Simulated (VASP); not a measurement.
# Ni (P6_3/mmc) in VASP: a series of runs

Runs on Ni. Level: PBE. Tasks: single point.

Everything below comes from runs of VASP 6.6.1. Logs are shortened: lines on timing, memory, paths and dates and some standing lists are left out, and cuts for length are marked.

**1. Starting point**

It takes space group P6_3/mmc (No. 194, hexagonal). Conventional cell: a = 2.448 Å, b = 2.448 Å, c = 4.073 Å, α = 90.00°, β = 90.00°, γ = 120.00°. Ni (site symmetry -6m2) is surrounded by 12 Ni at 2.45 to 2.48 Å.

This isn't the form of Ni at room conditions, which is fcc.

**2. Single point, PBE, collinear spin, ferromagnetic start**

Input file INCAR:

```
  ADDGRID = F
  ALGO = Normal
  EDIFF = 1E-6
  ENCUT = 450
  GGA = PE
  ISIF = 2
  ISMEAR = 0
  ISPIN = 2
  LASPH = T
  LCHARG = F
  LMAXMIX = 4
  LORBIT = 11
  LREAL = F
  LWAVE = F
  MAGMOM = 1 1
  NBANDS = 21
  NELM = 100
  PREC = Accurate
  SIGMA = 0.4
```

Input file KPOINTS:

```
k-points
0
Gamma
  19 19 10
```

Input file POSCAR:

```
Ni
1.0
    2.4480228978      0.0000000000      0.0000000000
   -1.2240114489      2.1200500186      0.0000000000
    0.0000000000      0.0000000000      4.0728075700
Ni
2
Direct
    0.6666666667      0.3333333333      0.7500000000
    0.3333333333      0.6666666667      0.2500000000
```

Potentials or basis: VASP PAW PBE potentials, release 64 (Ni).

Command:

```console
> cat potpaw_PBE.64/Ni/POTCAR > POTCAR
> mpirun -np 1 vasp_std > vasp.out
```

OUTCAR:

```text
EDIFF = 1E-6
   ENCUT = 450
   GGA = PE
   ISIF = 2
   ISMEAR = 0
   ISPIN = 2
   LASPH = T
   LORBIT = 11
   LREAL = F
   NELM = 100
   PREC = Accurate

 Found    240 irreducible k-points:

 Following reciprocal coordinates:
            Coordinates               Weight
  0.000000  0.000000  0.000000      1.000000
  0.052632 -0.000000  0.000000      6.000000
  0.105263 -0.000000  0.000000      6.000000
  0.157895  0.000000  0.000000      6.000000
  0.210526 -0.000000  0.000000      6.000000
  0.263158 -0.000000  0.000000      6.000000
   k-points           NKPTS =    240   k-points in BZ     NKDIM =    240   number of bands    NBANDS=     21
   number of dos      NEDOS =    301   number of ions     NIONS =      2
   total plane-waves  NPLWV =   9072
   dimension x,y,z NGX =    18 NGY =   18 NGZ =   28
   dimension x,y,z NGXF=    36 NGYF=   36 NGZF=   56
   ions per type =               2
   NGX,Y,Z   is equivalent  to a cutoff of  12.22, 12.22, 11.43 a.u.
   NGXF,Y,Z  is equivalent  to a cutoff of  24.45, 24.45, 22.86 a.u.
 SYSTEM =  unknown system
   PREC   = accura    normal or accurate (medium, high low for compatibility)
   ISTART =      0    job   : 0-new  1-cont  2-samecut
   ICHARG =      2    charge: 1-file 2-atom 10-const
   ISPIN  =      2    spin polarized calculation?
   LNONCOLLINEAR =      F non collinear calculations
   LSORBIT =      F    spin-orbit coupling
   LASPH  =      T    aspherical Exc in radial PAW
   ENCUT  =  450.0 eV  33.07 Ry    5.75 a.u.   4.23  4.23  7.04*2*pi/ulx,y,z
   NELM   =    100;   NELMIN=  2; NELMDL= -5     # of ELM steps
   EDIFF  = 0.1E-05   stopping-criterion for ELM
   LREAL  =      F    real-space projection
   EDIFFG = 0.1E-04   stopping-criterion for IOM
   NSW    =      0    number of steps for IOM
   IBRION =     -1    ionic relax: 0-MD 1-quasi-New 2-CG
   NFREE  =      0    steps in history (QN), initial steepest desc. (CG)
   ISIF   =      2    stress and relaxation
   ISYM   =      2    0-nonsym 1-usesym 2-fastsym
   POTIM  = 0.5000    time-step for ionic-motion
   TEBEG  =    0.0;   TEEND  =   0.0 temperature during run
   PSTRESS=    0.0 pullay stress
   NELECT =      20.0000    total number of electrons
   NUPDOWN=      -1.0000    fix difference up-down
   EMIN   =  10.00;   EMAX   =-10.00  energy-range for DOS
   EFERMI =   0.00;   METHOD = LEGACY
   ISMEAR =     0;   SIGMA  =   0.40  broadening in eV -4-tet -1-fermi 0-gaus
   EFERMI_NEDOS =   21; number of points for ismear=-14 and -15
   IALGO  =     38    algorithm
   IMIX   =      4    mixing-type and parameters
     AMIX     =   0.40;   BMIX     =  1.00
     AMIX_MAG =   1.60;   BMIX_MAG =  1.00
  volume/ion in A,a.u.               =      10.57        71.32
  Fermi-wavevector in a.u.,A,eV,Ry     =   1.607187  3.037143 35.144518  2.583049
  Thomas-Fermi vector in A             =   2.703255
   LORBIT       =     11    0 simple, 1 ext, 2 COOP (PROOUT), +10 PAW based schemes
   GGA     = PE    functional components
   LHFCALC =     F    Hartree Fock is set to
   AEXX    =    0.0000 exact exchange contribution
   IVDW    =     0    specifies the selected vdW correction
   LEPSILON=     F    determine dielectric tensor
   LRPA    =     F    only Hartree local field effects (RPA)
 spin polarized calculation
 Gauss-broadening in eV      SIGMA  =   0.40
  energy-cutoff  :      450.00
  volume of cell :       21.14
 maximum number of plane-waves:       476
 NGX is ok and might be reduce to    18
   NGX =  9   NGY =  9   NGZ = 15

 number of electron      19.9999992 magnetization       1.1461045

 Free energy of the ion-electron system (eV)
  ---------------------------------------------------
  ext. energy  EPLUGINS =         0.00000000
  ---------------------------------------------------
  free energy    TOTEN  =       -11.02115797 eV

  energy without entropy =      -10.74707648  energy(sigma->0) =      -10.88411723

 E-fermi :   9.7961     XC(G=0): -13.4263

 val. band max:        9.7950409050   @ k =   0.1579   0.1579   0.4000
 cond. band min:       9.7963885017   @ k =   0.3684   0.2632   0.1000
 fundamental gap:      0.0013475967
 Fermi energy:         9.7961291064

 spin component 1

 k-point     1 :       0.0000    0.0000    0.0000
  band No.  band energies     occupation
      1       0.5731      1.00000
      2       4.8133      1.00000
      3       7.2800      1.00000
      4       7.4400      1.00000
      5       7.4400      1.00000
      6       7.7048      1.00000
[... 13 lines left out ...]
     20      36.5556      0.00000
     21      40.4783      0.00000

 k-point     2 :       0.0526   -0.0000    0.0000
  band No.  band energies     occupation
      1       0.6731      1.00000
      2       4.8771      1.00000
      3       7.2333      1.00000
      4       7.4753      1.00000
      5       7.4842      1.00000
      6       7.6807      1.00000
[... 13 lines left out ...]
     20      38.4475      0.00000
     21      39.3826      0.00000

 k-point     3 :       0.1053   -0.0000    0.0000
  band No.  band energies     occupation
      1       0.9696      1.00000
      2       5.0575      1.00000
      3       7.1180      1.00000
      4       7.5378      1.00000
      5       7.6137      1.00000
      6       7.6421      1.00000
[... 13 lines left out ...]
     20      39.4476      0.00000
     21      39.8644      0.00000

 k-point     4 :       0.1579    0.0000    0.0000
  band No.  band energies     occupation
      1       1.4515      1.00000
      2       5.3171      1.00000
      3       6.9686      1.00000
      4       7.2063      1.00000
      5       7.4710      1.00000
      6       7.7603      1.00000
[... 13 lines left out ...]
     20      38.7445      0.00000
     21      39.2464      0.00000

 k-point     5 :       0.2105   -0.0000    0.0000
  band No.  band energies     occupation
      1       2.0967      1.00000
      2       5.5783      1.00000
      3       6.7456      1.00000
      4       6.8366      1.00000
      5       7.3707      1.00000
      6       7.8595      1.00000
[... 13 lines left out ...]
     20      38.9943      0.00000
     21      39.1449      0.00000

 k-point     6 :       0.2632   -0.0000    0.0000
  band No.  band energies     occupation
      1       2.8645      1.00000
      2       5.7211      1.00000
      3       6.3674      1.00000
      4       6.7891      1.00000
      5       7.3279      1.00000
      6       7.7357      1.00000
[... 13 lines left out ...]
     20      38.1668      0.00000
     21      38.7738      0.00000

 [... further k-points ...]

 spin component 2

 k-point     1 :       0.0000    0.0000    0.0000
  band No.  band energies     occupation
      1       0.5530      1.00000
      2       5.1658      1.00000
      3       7.9032      1.00000
      4       8.0459      1.00000
      5       8.0459      1.00000
      6       8.3271      1.00000
[... 13 lines left out ...]
     20      36.6356      0.00000
     21      40.5500      0.00000

 k-point     2 :       0.0526   -0.0000    0.0000
  band No.  band energies     occupation
      1       0.6530      1.00000
      2       5.2332      1.00000
      3       7.8444      1.00000
      4       8.0909      1.00000
      5       8.0917      1.00000
      6       8.3006      1.00000
[... 13 lines left out ...]
     20      38.5007      0.00000
     21      39.3173      0.00000

 k-point     3 :       0.1053   -0.0000    0.0000
  band No.  band energies     occupation
      1       0.9500      1.00000
      2       5.4243      1.00000
      3       7.7119      1.00000
      4       8.1019      1.00000
      5       8.1576      1.00000
      6       8.2261      1.00000
[... 13 lines left out ...]
     20      39.5501      0.00000
     21      39.9383      0.00000

 k-point     4 :       0.1579    0.0000    0.0000
  band No.  band energies     occupation
      1       1.4336      1.00000
      2       5.7029      1.00000
      3       7.5425      1.00000
      4       7.5736      1.00000
      5       8.0750      1.00000
      6       8.3919      1.00000
[... 13 lines left out ...]
     20      38.7823      0.00000
     21      39.3254      0.00000

 k-point     5 :       0.2105   -0.0000    0.0000
  band No.  band energies     occupation
      1       2.0838      1.00000
      2       5.9932      1.00000
      3       7.1271      1.00000
      4       7.3836      1.00000
      5       7.9619      1.00000
      6       8.4632      1.00000
[... 13 lines left out ...]
     20      39.0634      0.00000
     21      39.1391      0.00000

 k-point     6 :       0.2632   -0.0000    0.0000
  band No.  band energies     occupation
      1       2.8652      1.00000
      2       6.1724      1.00000
      3       6.7637      1.00000
      4       7.2977      1.00000
      5       7.9086      1.00000
      6       8.3328      1.00000
[... 13 lines left out ...]
     20      38.2851      0.00000
     21      38.8055      0.00000

 [... further k-points ...]

------------------------ aborting loop because EDIFF is reached ----------------------------------------

  FORCE on cell =-STRESS in cart. coord.  units (eV):
  Direction    XX          YY          ZZ          XY          YZ          ZX
  --------------------------------------------------------------------------------------
  -------------------------------------------------------------------------------------
  Total        1.2082938      1.2082938      0.6147690      0.0000000      0.0000000      0.0000000
  in kB       91.5857004     91.5857004     46.5979765      0.0000000      0.0000000      0.0000000
  external PRESSURE =      76.5897925 kB  Pullay stress =       0.0000000 kB

 VOLUME and BASIS-vectors are now :
 -----------------------------------------------------------------------------
  energy-cutoff  :      450.00
  volume of cell :       21.14
      direct lattice vectors                 reciprocal lattice vectors
     2.448022898  0.000000000  0.000000000     0.408492911  0.235843492  0.000000000
    -1.224011449  2.120050019  0.000000000     0.000000000  0.471686984  0.000000000
     0.000000000  0.000000000  4.072807570     0.000000000  0.000000000  0.245530873

 POSITION                                       TOTAL-FORCE (eV/Angst)
 -----------------------------------------------------------------------------------
      1.22401      0.70668      3.05461         0.000000     -0.000000      0.000000
     -0.00000      1.41337      1.01820        -0.000000      0.000000      0.000000
 -----------------------------------------------------------------------------------
    total drift:                               -0.000000      0.000000     -0.000000

  FREE ENERGIE OF THE ION-ELECTRON SYSTEM (eV)
  ---------------------------------------------------
  free  energy   TOTEN  =       -11.0211579730 eV

  energy  without entropy=      -10.7470764824  energy(sigma->0) =      -10.88411723

 total charge

# of ion       s       p       d       tot
------------------------------------------
    1        0.510   0.524   8.331   9.364
    2        0.510   0.524   8.331   9.364
--------------------------------------------------
tot          1.019   1.047  16.662  18.728

 magnetization (x)

# of ion       s       p       d       tot
------------------------------------------
    1       -0.005  -0.022   0.606   0.580
    2       -0.005  -0.022   0.606   0.580
--------------------------------------------------
tot         -0.009  -0.043   1.212   1.160
```

Run time: 58 s. Hardware: 1 thread of AMD EPYC 9R45 (Zen 5), shared host; peak memory 0.19 GiB.

The run converged, but some of its settings lie outside the range that counts as converged, so its numbers aren't taken as properties of the crystal.

Results:

* Free energy: -11.0212 eV
* Pressure: 7.7 GPa
* Band gap on the k mesh: none (metal or under the smearing width)
* Net moment: 1.15 μB per cell
* Site moments: Ni +0.58 μB
* Valence electrons inside the program's atomic spheres: Ni 9.36

**3. Single point, PBE, collinear spin, ferromagnetic start**

INCAR: that of step 2 with these lines changed.

```diff
@@ -18,2 +18,2 @@
   PREC = Accurate
-  SIGMA = 0.4
+  SIGMA = 0.2
```

KPOINTS is that of step 2.

POSCAR is that of step 2.

Potentials or basis: VASP PAW PBE potentials, release 64 (Ni).

Command:

```console
> cat potpaw_PBE.64/Ni/POTCAR > POTCAR
> mpirun -np 1 vasp_std > vasp.out
```

OUTCAR:

```text
EDIFF = 1E-6
   ENCUT = 450
   GGA = PE
   ISIF = 2
   ISMEAR = 0
   ISPIN = 2
   LASPH = T
   LORBIT = 11
   LREAL = F
   NELM = 100
   PREC = Accurate

 Found    240 irreducible k-points:

 Following reciprocal coordinates:
            Coordinates               Weight
  0.000000  0.000000  0.000000      1.000000
  0.052632 -0.000000  0.000000      6.000000
  0.105263 -0.000000  0.000000      6.000000
  0.157895  0.000000  0.000000      6.000000
[... 380 lines left out ...]
  in kB       81.3161951     81.3161951     43.7452330      0.0000000      0.0000000      0.0000000
  external PRESSURE =      68.7925411 kB  Pullay stress =       0.0000000 kB

 VOLUME and BASIS-vectors are now :
 -----------------------------------------------------------------------------
  energy-cutoff  :      450.00
  volume of cell :       21.14
      direct lattice vectors                 reciprocal lattice vectors
     2.448022898  0.000000000  0.000000000     0.408492911  0.235843492  0.000000000
    -1.224011449  2.120050019  0.000000000     0.000000000  0.471686984  0.000000000
     0.000000000  0.000000000  4.072807570     0.000000000  0.000000000  0.245530873

 POSITION                                       TOTAL-FORCE (eV/Angst)
 -----------------------------------------------------------------------------------
      1.22401      0.70668      3.05461         0.000000      0.000000      0.000000
     -0.00000      1.41337      1.01820        -0.000000      0.000000      0.000000
 -----------------------------------------------------------------------------------
    total drift:                               -0.000000      0.000000     -0.000000

  FREE ENERGIE OF THE ION-ELECTRON SYSTEM (eV)
  ---------------------------------------------------
  free  energy   TOTEN  =       -10.9123504204 eV

  energy  without entropy=      -10.8318062192  energy(sigma->0) =      -10.87207832

 total charge

# of ion       s       p       d       tot
------------------------------------------
    1        0.510   0.524   8.331   9.364
    2        0.510   0.524   8.331   9.364
--------------------------------------------------
tot          1.019   1.047  16.662  18.728

 magnetization (x)

# of ion       s       p       d       tot
------------------------------------------
    1       -0.005  -0.024   0.655   0.627
    2       -0.005  -0.024   0.655   0.627
--------------------------------------------------
tot         -0.010  -0.048   1.311   1.253
```

OSZICAR:

```text
N       E                     dE             d eps       ncg     rms          rms(c)
DAV:   1     0.891680947788E+02    0.89168E+02   -0.83344E+03 21706   0.127E+03
DAV:   2    -0.793596952422E+01   -0.97104E+02   -0.89613E+02 20515   0.221E+02
DAV:   3    -0.128955954361E+02   -0.49596E+01   -0.47992E+01 22986   0.580E+01
DAV:   4    -0.129536902897E+02   -0.58095E-01   -0.58058E-01 23162   0.584E+00
DAV:   5    -0.129552712019E+02   -0.15809E-02   -0.15809E-02 23165   0.968E-01    0.145E+01
DAV:   6    -0.115342304252E+02    0.14210E+01   -0.68425E+00 23866   0.568E+01    0.839E+00
DAV:   7    -0.109490741196E+02    0.58516E+00   -0.14345E+00 23391   0.228E+01    0.281E+00
DAV:   8    -0.109182964048E+02    0.30778E-01   -0.12060E-02 28740   0.140E+00    0.134E+00
DAV:   9    -0.109135868052E+02    0.47096E-02   -0.66271E-04 30506   0.290E-01    0.407E-01
DAV:  10    -0.109123470266E+02    0.12398E-02   -0.12536E-04 33581   0.214E-01    0.457E-02
DAV:  11    -0.109123627548E+02   -0.15728E-04   -0.26720E-05 25326   0.612E-02    0.348E-02
DAV:  12    -0.109123499710E+02    0.12784E-04   -0.22736E-06 23887   0.224E-02    0.179E-02
DAV:  13    -0.109123504204E+02   -0.44933E-06   -0.20112E-06 18507   0.139E-02
   1 F= -.10912350E+02 E0= -.10872078E+02  d E =-.805442E-01  mag=     1.2362
```

It took 63 s on 1 thread of AMD EPYC 9R45 (Zen 5), shared host; peak memory 0.19 GiB.

The run converged, but some of its settings lie outside the range that counts as converged, so its numbers aren't taken as properties of the crystal.

What came out:

```yaml
Free_energy: -10.9124 eV
Pressure: 6.9 GPa
Band_gap_on_the_k_mesh: none (metal or under the smearing width)
Net_moment: 1.24 μB per cell
Site_moments: Ni +0.63 μB
Valence_electrons_inside_the_program's_atomic_spheres: Ni 9.36
```

[end of part 1 of 2]
